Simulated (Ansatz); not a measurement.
# FeCo3: how the energy converges with the cutoff

FeCo3, P1, a = 3.572 Å, b = 3.569 Å, c = 3.508 Å, α, β, γ = 90.8°, 90.6°, 90.9°. Ansatz: r2SCAN, PAW, cutoff varied, Γ-centred 8×8×8 mesh on 4 atoms, Gaussian smearing 0.10 eV; collinear spin, largest moment 2.8 μB. Single points at one geometry with displaced atoms, the cutoff alone changed; ΔE is the energy at zero smearing over the run at 600 eV. The runs up to 350 eV lie under the cutoff recommended for these PAW datasets.

| cutoff (eV) | ΔE (meV/atom) |
| --- | --- |
| 200 | ? |
| 250 | 3820.31 |
| 300 | 518.18 |
| 350 | 45.42 |
| 500 | 1.51 |

**Question.** Assume ΔE falls exponentially with the cutoff, fit y = ln ΔE against x, the cutoff in eV, to the other rows, and predict the missing value.

**Answer.** y = 8.248, 6.250, 3.816, 0.412. Means x = 350.0, y = 4.6815; Σ(Δx)² = 35000, ΣΔxΔy = -1076; the slope is their ratio. y = 15.44 − 0.03073 x, a factor of ten per 75 eV. At 200 eV this gives ΔE = 10872.59 meV/atom. The run gave 20400.95, a ratio of 0.53. Between neighbouring rows the decay runs from a factor of ten per 47 eV to one per 101 eV, so one exponential is only a rough guide. The fast fall gives way to a slow tail, so a fit to low cutoffs promises convergence too early.